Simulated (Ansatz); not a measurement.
# TaN: enthalpy against pressure

TaN, P6/mmm, a = 5.264 Å, c = 2.922 Å. This isn't the usual stable structure of the compound. Ansatz: PBE, PAW, 420 eV, Γ-centred 12×12×12 mesh on 6 atoms, Gaussian smearing 0.10 eV; no spin polarisation. Cell and atoms are relaxed at each pressure, and no other structure is tried, so the rows at high pressure may lie past a change of phase. y is the enthalpy over the state at zero pressure; there V0 = 11.684 Å³/atom. The pressures are the targets, met within 0.04 GPa.

| P (GPa) | y (eV/atom) |
| --- | --- |
| -3.0 | -0.2200 |
| 0.0 | 0.0000 |
| 3.0 | 0.2176 |
| 8.0 | 0.5754 |
| 15.0 | ? |
| 30.0 | 2.0873 |
| 60.0 | 4.0196 |

Problem. Fit y = c1 P + c2 P² + c3 P³ to the other rows, say what c1 and c2 mean, and predict the missing value.

Solution. Least squares on the rows shown. y = 0.072899 P − 0.00012311 P² + 4.1138×10⁻⁷ P³. Since dH/dP = V, c1 is V0: 0.072899 eV/GPa × 160.2 = 11.678 Å³ against 11.684; c2 = −V0/(2B0) gives B0 = 296 GPa, where a Birch–Murnaghan fit to the volumes of the same runs (not shown) gives 278 GPa: a cubic over this range folds the higher terms into c2. At P = 15.0 the fit asked for gives 1.0672 eV/atom. The run gave 1.0669 eV/atom, so the fit is 0.0003 eV/atom too high, a small miss on the scale of the series.

Spin–orbit coupling is left out, which can shift energies with elements as heavy as these.